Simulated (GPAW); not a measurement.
# AlN (F-43m) in GPAW: a series of runs

One crystal, AlN, is run at these levels: AM05, M06-L+D4, PBE, r2SCAN+D3(BJ); tasks: band structure, equation of state.

Everything below comes from runs of GPAW 26.7.0. Logs are shortened: lines on timing, memory, paths and dates and some standing lists are left out, and cuts for length are marked. The log counts tension as positive stress, the text compression.

## 1. Starting point

It takes space group F-43m (No. 216, cubic). Conventional cell: a = 4.368 Å, b = 4.368 Å, c = 4.368 Å, α = 90.00°, β = 90.00°, γ = 90.00°. Around Al (site symmetry -43m) lie 4 N at 1.89 Å. N (site symmetry -43m) is surrounded by 4 Al at 1.89 Å.

Measurements of this composition are mostly on another form, of space group No. 186.

## 2. Band structure, AM05

File run.py:

```python
from ase.dft.bandgap import bandgap
from ase.io import read, write
from ase.units import GPa
from gpaw import GPAW, PW, setup_paths

setup_paths.insert(0, '.')

atoms = read('AlN.cif')

calc = GPAW(mode=PW(800),
            xc='AM05',
            kpts={'size': (10, 10, 10), 'gamma': True},
            occupations={'name': 'fermi-dirac', 'width': 0.05},
            nbands=11,
            convergence={'density': 1e-05, 'energy': 1e-05},
            maxiter=150,
            txt='gpaw.txt')
atoms.calc = calc
energy = atoms.get_potential_energy()
forces = atoms.get_forces()
stress = atoms.get_stress()
calc.write('gs.gpw')
write('result.traj', atoms)
print(f'Energy: {energy:.6f} eV')
print('Forces (eV/A):')
print(forces.round(4))
print('Stress (GPa):', (stress / GPa).round(3))
print('Fermi level:', round(calc.get_fermi_level(), 4), 'eV')
print(f'Gap: {bandgap(calc)[0]:.4f} eV, direct: {bandgap(calc, direct=True)[0]:.4f} eV')

path = atoms.cell.bandpath('GXWKGLUWLK,UX', npoints=100, eps=1e-4)
bs_calc = calc.fixed_density(kpts=path, symmetry='off', nbands=19,
                             convergence={'bands': 'CBM+6.0', 'eigenstates': 1e-6}, txt='bands.txt')
bs = bs_calc.band_structure()
bs.write('bs.json')
print(f'Gap on the path: {bandgap(bs_calc)[0]:.4f} eV')
```

File AlN.cif:

```cif
data_AlN
_cell_length_a 3.08863331
_cell_length_b 3.08863331
_cell_length_c 3.08863331
_cell_angle_alpha 60.00000000
_cell_angle_beta 60.00000000
_cell_angle_gamma 60.00000000
_space_group_name_H-M_alt 'P1'
_space_group_name_Hall 'P 1'
_space_group_IT_number 1
loop_
_space_group_symop_operation_xyz
'x,y,z'
loop_
_atom_site_label
_atom_site_type_symbol
_atom_site_symmetry_multiplicity
_atom_site_Wyckoff_symbol
_atom_site_fract_x
_atom_site_fract_y
_atom_site_fract_z
_atom_site_occupancy
Al1 Al 1 a 0.0000000000 0.0000000000 0.0000000000 1
N1 N 1 a 0.2500000000 0.2500000000 0.2500000000 1
```

Potentials or basis: PAW data sets generated in the run's folder for this functional, pw.

The run is started by

```bash
gpaw-setup -f AM05 Al N
OMP_NUM_THREADS=1 python run.py
```

gpaw.txt:

```text
__  _  _
 | _ |_)|_||  |
 |__||  | ||/\| - 26.7.0

Input parameters:
  mode=PW(ecut=800.0),
  convergence={'density': 1e-05, 'energy': 1e-05},
  kpts=MonkhorstPack(size=(10, 10, 10), gamma=True),
  maxiter=150,
  nbands=11,
  occupations=Occupations(name='fermi-dirac', width=0.05),
  xc=XC(name='AM05')

Diagonalizing LCAO Hamiltonian
Converting LCAO to pw mode

            N
       Al

Atoms  # Å, Bohr magnetons
|   | symbol |        x |        y |        z |    initial magnetic moments |
|---|--------|----------|----------|----------|-----------------------------|
| 0 |     Al | 0.000000 | 0.000000 | 0.000000 | ( 0.0000,  0.0000,  0.0000) |
| 1 |      N | 1.544317 | 0.891612 | 0.630465 | ( 0.0000,  0.0000,  0.0000) |

Unit cell  # Å
| periodic |        x |        y |        z |  lengths |    angles |
|----------|----------|----------|----------|----------|-----------|
|      yes | 3.088633 | 0.000000 | 0.000000 | 3.088633 | 60.000000 |
|      yes | 1.544317 | 2.674835 | 0.000000 | 3.088633 | 60.000000 |
|      yes | 1.544317 | 0.891612 | 2.521859 | 3.088633 | 60.000000 |

Number of symmetries: 24
Symmetry operations  # r_c * U_cc + t_c -> r_c
|    | kind |            matrix            |
|----|------|------------------------------|
|  0 |  E   |  1, 0, 0,  0, 1, 0,  0, 0, 1 |
|  1 |  σ   |  1, 0, 0,  0, 0, 1,  0, 1, 0 |
|  2 |  σ   |  1, 0,-1,  0, 1,-1,  0, 0,-1 |
|  3 |  C3  |  1, 0,-1,  0, 0,-1,  0, 1,-1 |
|  4 |  C3  |  1,-1, 0,  0,-1, 1,  0,-1, 0 |
|  5 |  σ   |  1,-1, 0,  0,-1, 0,  0,-1, 1 |
|  6 |  σ   |  0, 1, 0,  1, 0, 0,  0, 0, 1 |
|  7 |  C3  |  0, 1, 0,  0, 0, 1,  1, 0, 0 |
|  8 |  C2  |  0, 1,-1,  1, 0,-1,  0, 0,-1 |
|  9 |  S4  |  0, 1,-1,  0, 0,-1,  1, 0,-1 |
| 10 |  C3  |  0, 0, 1,  1, 0, 0,  0, 1, 0 |
| 11 |  σ   |  0, 0, 1,  0, 1, 0,  1, 0, 0 |
| 12 |  S4  |  0, 0,-1,  1, 0,-1,  0, 1,-1 |
| 13 |  C3  |  0, 0,-1,  0, 1,-1,  1, 0,-1 |
| 14 |  S4  |  0,-1, 1,  1,-1, 0,  0,-1, 0 |
| 15 |  C2  |  0,-1, 1,  0,-1, 0,  1,-1, 0 |
| 16 |  C3  |  0,-1, 0,  1,-1, 0,  0,-1, 1 |
| 17 |  S4  |  0,-1, 0,  0,-1, 1,  1,-1, 0 |
| 18 |  S4  | -1, 1, 0, -1, 0, 1, -1, 0, 0 |
| 19 |  C3  | -1, 1, 0, -1, 0, 0, -1, 0, 1 |
| 20 |  C3  | -1, 0, 1, -1, 1, 0, -1, 0, 0 |
| 21 |  S4  | -1, 0, 1, -1, 0, 0, -1, 1, 0 |
| 22 |  σ   | -1, 0, 0, -1, 1, 0, -1, 0, 1 |
| 23 |  C2  | -1, 0, 0, -1, 0, 1, -1, 1, 0 |

BZ-sampling:
  Number of BZ points: 1000
  Number of IBZ points: 47

  Monkhorst-Pack size: [10, 10, 10]
  Monkhorst-Pack shift: [0.05, 0.05, 0.05]

K-points  # in reciprocal-cell coordinates
|     |                                coordinates |     weight |
|-----|--------------------------------------------|------------|
|   0 | (  0.00000000,   0.00000000,   0.00000000) | 0.00100000 |
|   1 | (  0.10000000,   0.10000000,   0.00000000) | 0.00600000 |
|   2 | (  0.10000000,   0.10000000,   0.10000000) | 0.00800000 |
|   3 | (  0.20000000,   0.10000000,   0.10000000) | 0.01200000 |
|   4 | (  0.20000000,   0.20000000,   0.00000000) | 0.00600000 |
|   5 | (  0.20000000,   0.20000000,   0.10000000) | 0.02400000 |
|   6 | (  0.20000000,   0.20000000,   0.20000000) | 0.00800000 |
|   7 | (  0.30000000,   0.20000000,   0.10000000) | 0.02400000 |
|   8 | (  0.30000000,   0.20000000,   0.20000000) | 0.02400000 |
|   9 | (  0.30000000,   0.30000000,   0.00000000) | 0.00600000 |
| ... |                                            |            |
|  46 | (  0.50000000,   0.50000000,   0.50000000) | 0.00400000 |

Plane wave coefficients: 1090
Cutoff: 800.0 eV

Spin-components: 1 (collinear spins)
Bands:           11
Projectors:      10
Spin-degeneracy: 2
Datatype:        complex128

Parallelization:
  kpt:    1
  domain: 1
  band:   1

Density:
  Valence electrons: 8.0
  Components: 1
  Grid points: [21 21 21]
  Charge: 0.0  # |e|

Potential:
  Grid points: [21 21 21]

species:
  Al:
    name:    Aluminium
    Z:       13.0
    valence: 3
    core:    10
    charge:  0.0  # [|e|]
    compensation charges:
      type: gauss
      rc: 0.34  # [Å]
      lmax: 2
    cutoffs:
      filter: 1.91  # [Å]
      core: 2.36  # [Å]
    projectors
    | kind |    occ | energy [eV] | rcut [Å] |
    |------|--------|-------------|----------|
    |   3s |  2.000 |      -7.679 |    1.085 |
    |   3p |  1.000 |      -2.667 |    1.085 |
    |    s |        |      19.533 |    1.085 |
    |    p |        |      24.545 |    1.085 |
    |    d |        |       0.000 |    1.085 |

    Using partial waves for Al as LCAO basis

  N:
    name:    Nitrogen
    Z:       7.0
    valence: 5
    core:    2
    charge:  0.0  # [|e|]
    compensation charges:
      type: gauss
      rc: 0.18  # [Å]
      lmax: 2
    cutoffs:
      filter: 1.11  # [Å]
      core: 0.96  # [Å]
    projectors
    | kind |    occ | energy [eV] | rcut [Å] |
    |------|--------|-------------|----------|
    |   2s |  2.000 |     -18.394 |    0.603 |
    |   2p |  3.000 |      -7.016 |    0.529 |
    |    s |        |       8.817 |    0.603 |
    |    p |        |      20.196 |    0.529 |
    |    d |        |       0.000 |    0.577 |

    Using partial waves for N as LCAO basis

Reference energy: -8054.153416  # eV

eigensolver:
  PPCG
  Converge bands: occupied
  niter=2

density mixing:
  MSR1-Mixer
  Pratt-step length: 0.05
  Maximum mixing coefficient: 0.75
  Old densities: 10
  SVD Regularization: 0.005
  Good broyden scale: 1.0
  Trust region scale: 1.0
  Backstep threshold: 4.0
  History deletion threshold: 6.0
  Fourier metric: weight=20.0, sigma=0.015

occupation numbers:
  Fermi-Dirac:
    width: 0.0500  # eV

poisson solver:
  ecut: 6400.0  # eV

xc functional:
  name: AM05 with 2 nearest neighbor stencil

convergence criteria:
- Maximum integral of absolute [dens]ity change: 1e-05 electrons / valence electron
- Maximum [total energy] change in last 3 cyles: 1e-05 eV / valence electron
- Maximum integral of absolute [eigenst]ate change: 4e-08 eV^2 / valence electron
maximum number of iterations: 150

SCF iterations
|iter     | |      energy | eigst |  dens |
|---------|-|-------------|-------|-------|
|iter:   1| |  -17.069202 | -0.27 |       |
|iter:   2| |  -16.567618 | -2.27 | -0.56 |
|iter:   3| |  -15.134969 | -0.94 | -0.61 |
|iter:   4| |  -15.146199 | -3.00 | -1.26 |
|iter:   5| |  -15.152266 | -3.33 | -1.55 |
|iter:   6| |  -15.152329 | -5.40 | -2.78 |
|iter:   7| |  -15.152343c| -6.08 | -3.17 |
|iter:   8| |  -15.152343c| -8.34c| -4.38 |
|iter:   9| |  -15.152343c| -7.96c| -4.89 |
|iter:  10| |  -15.152343c| -9.54c| -6.05c|

Converged in 10 steps
Energy contributions relative to reference atoms: (reference = -8054.153416)

Energy contributions:
  Kinetic:          18.521568
  Coulomb:         -16.170390
  Zero:              0.079461
  External:          0.000000
  Xc:              -17.582982
  Entropy:          -0.000000
  Spinorbit:         0.000000
  ----------------------------
  Free energy:     -15.152343
  Extrapolated:    -15.152343

dipole moment: (-12.182836, -7.033764, -4.973622)  # |e|*Ang

Fermi level: 6.906
Eigenvalues  # (at kpt = [0.000, 0.000, 0.000])
| band index |      eig [eV] | occ [0-2] |
|------------|---------------|-----------|
|          0 |        -9.004 |     2.000 |
|          1 |         5.922 |     2.000 |
|          2 |         5.922 |     2.000 |
|          3 |         5.922 |     2.000 |
|          4 |        10.102 |     0.000 |
|          5 |        18.395 |     0.000 |
|          6 |        18.395 |     0.000 |
|          7 |        18.395 |     0.000 |
|          8 |        23.524 |     0.000 |
|          9 |        23.557 |     0.000 |
|         10 |        24.923 |     0.000 |

Gap: 3.184 eV
Transition (v -> c):
  (s=0, k=0, n=3, [0.00, 0.00, 0.00]) -> (s=0, k=41, n=4, [0.50, 0.50, 0.00])
Direct/indirect transitions are different
Direct gap: 4.180 eV
Transition at: (s=0, k=0, n=3, [0.00, 0.00, 0.00])

Forces  # eV/Ang
|        x |        y |        z |
|----------|----------|----------|
|  0.00000 | -0.00000 | -0.00000 |  # Al   0
| -0.00000 |  0.00000 | -0.00000 |  # N    1

Stress tensor  # eV/Ang^3
|         x |         y |         z |
|-----------|-----------|-----------|
| -0.014396 |  0.000000 |  0.000000 |
|  0.000000 | -0.014396 | -0.000000 |
|  0.000000 | -0.000000 | -0.014396 |

# Writing to gs.gpw (mode='')
```

stdout:

```text
Energy: -15.152343 eV
Forces (eV/A):
[[ 0. -0. -0.]
 [-0.  0. -0.]]
Stress (GPa): [-2.307 -2.307 -2.307 -0.     0.     0.   ]
Fermi level: 6.9062 eV
Gap: 3.1844 eV, direct: 4.1798 eV
Gap on the path: 3.1844 eV
```

bands.txt:

```text
Diagonalizing LCAO Hamiltonian
Converting LCAO to pw mode
convergence criteria:
- Maximum integral of absolute [eigenst]ate change: 1e-06 eV^2 / valence electron
maximum number of iterations: 150

SCF iterations
|iter     | |      energy | eigst |  dens |
[... 104 lines left out ...]
         [0.4       , 0.4       , 0.7       ],
         [0.3875    , 0.3875    , 0.725     ],
         [0.375     , 0.375     , 0.75      ],
         [0.625     , 0.25      , 0.625     ],
         [0.60416667, 0.20833333, 0.60416667],
         [0.58333333, 0.16666667, 0.58333333],
         [0.5625    , 0.125     , 0.5625    ],
         [0.54166667, 0.08333333, 0.54166667],
         [0.52083333, 0.04166667, 0.52083333],
         [0.5       , 0.        , 0.5       ]])),
  maxiter=150,
  nbands=19,
  occupations=Occupations(name='fermi-dirac', width=0.05),
  symmetry=Symmetry(point_group=False, time_reversal=False),
  xc=XC(name='AM05')
```

Run time: 34 s. Hardware: 1 thread of Arm Neoverse V1, shared host; peak memory 0.22 GiB.

What came out:

| Quantity | Value |
| --- | --- |
| Free energy | -15.1523 eV |
| Pressure | 2.3 GPa |
| Band gap on the k mesh | 3.18 eV, indirect (least direct gap 4.18 eV) |
| Band gap along the path | 3.18 eV, indirect (least direct gap 4.18 eV) |

Levels at the corners of the path, in eV from the valence-band top:
```tsv
point	band 1	band 2	band 3	band 4	band 5	band 6
Γ	-14.93	0.00	0.00	0.00	4.18	12.47
X	-12.19	-4.94	-1.80	-1.80	3.18	8.52
W	-12.13	-3.79	-3.49	-2.75	5.94	11.31
K	-12.20	-4.28	-3.69	-1.39	5.05	10.02
Γ	-14.93	0.00	0.00	0.00	4.18	12.47
L	-12.83	-5.91	-0.49	-0.49	7.34	9.76
U	-12.20	-4.28	-3.69	-1.39	5.05	10.02
W	-12.13	-3.79	-3.49	-2.75	5.94	11.31
L	-12.83	-5.91	-0.49	-0.49	7.34	9.76
K	-12.20	-4.28	-3.69	-1.39	5.05	10.02
U	-12.20	-4.28	-3.69	-1.39	5.05	10.02
X	-12.19	-4.94	-1.80	-1.80	3.18	8.52
```

Expect the measured gap to be larger: semilocal functionals such as AM05 lack the derivative discontinuity.

[end of part 1 of 2]
